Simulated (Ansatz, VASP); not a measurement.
# AlH6 in VASP and in Ansatz

The input INCAR:

```
SYSTEM = AlH6
ALGO = Normal
EDIFF = 1E-6
EDIFFG = -0.01
ENCUT = 600
GGA = PE
IBRION = 2
ISIF = 3
ISMEAR = 0
LASPH = .TRUE.
LCHARG = .FALSE.
LREAL = .FALSE.
LWAVE = .FALSE.
NELM = 100
NSW = 100
PREC = Accurate
SIGMA = 0.1
```

Contents of KPOINTS:

```
k-points
0
G
  12 12 12
  0 0 0
```

File POSCAR:

```
AlH6
1.0
    0.0000000000      2.6801036683      2.6801036683
    2.6801036683      0.0000000000      2.6801036683
    2.6801036683      2.6801036683      0.0000000000
Al H
1 6
Direct
    0.0000000000      0.0000000000      0.0000000000
    0.5000000000      0.5000000000      0.0000000000
    0.5000000000      0.0000000000      0.5000000000
    0.0000000000      0.0000000000      0.5000000000
    0.0000000000      0.5000000000      0.0000000000
    0.0000000000      0.5000000000      0.5000000000
    0.5000000000      0.0000000000      0.0000000000
```

Input for Ansatz:

```yaml
crystal:
  lattice:
    - [0.0, 2.6801036683, 2.6801036683]
    - [2.6801036683, 0.0, 2.6801036683]
    - [2.6801036683, 2.6801036683, 0.0]
  atoms:
    - { symbol: Al, position: [0.0, 0.0, 0.0] }
    - { symbol: H, position: [0.5, 0.5, 0.0] }
    - { symbol: H, position: [0.5, 0.0, 0.5] }
    - { symbol: H, position: [0.0, 0.0, 0.5] }
    - { symbol: H, position: [0.0, 0.5, 0.0] }
    - { symbol: H, position: [0.0, 0.5, 0.5] }
    - { symbol: H, position: [0.5, 0.0, 0.0] }
basis:
  ecutwfc: 420
kpoints:
  mp_grid: { grid: [12, 12, 12] }
hamiltonian:
  xc: pbe
scf:
  occupations: { method: gaussian, width: 0.1 }
output:
  forces: true
  stress: true
  eigenvalues: true
  write_density: true
  write_potential: true
  elf: true
  volumetric_format: npy
relax:
  adjacent_minimum: "off"
  f_tol: 0.01
  max_steps: 80
  cell: { stress_tol: 0.05 }
```

Change from the starting cell: species swapped into the Zn6Mo type (Fm-3m, No. 225).

Alike in both runs: task relaxation of cell and atoms; functional PBE; k mesh 12 × 12 × 12; occupations gaussian, width 0.1 eV; no spin polarisation.

|  | VASP | Ansatz |
| --- | --- | --- |
| version | VASP 6.6.1 | Ansatz 0.2.0 |
| potentials or method | VASP PAW PBE potentials, release 64 (Al, H) | scalar-relativistic, plane waves, PAW |
| plane-wave cutoff (eV) | 600 | 420 |
| valence electrons in the cell | 9 | 9 |

```csv
,VASP,Ansatz,Ansatz less VASP
"gap on the k mesh at the Fermi level, each at its own relaxed structure (eV)",none,none,-
relaxed volume (Å³/atom),5.50,5.51,+0.006
relaxed cell length with the largest relative difference (Å),3.790,3.792,+0.0013
```

A gap of «none» marks a metal or a gap that the smearing closes.

Caveats: the relaxation stopped at its first step, so nothing moved.
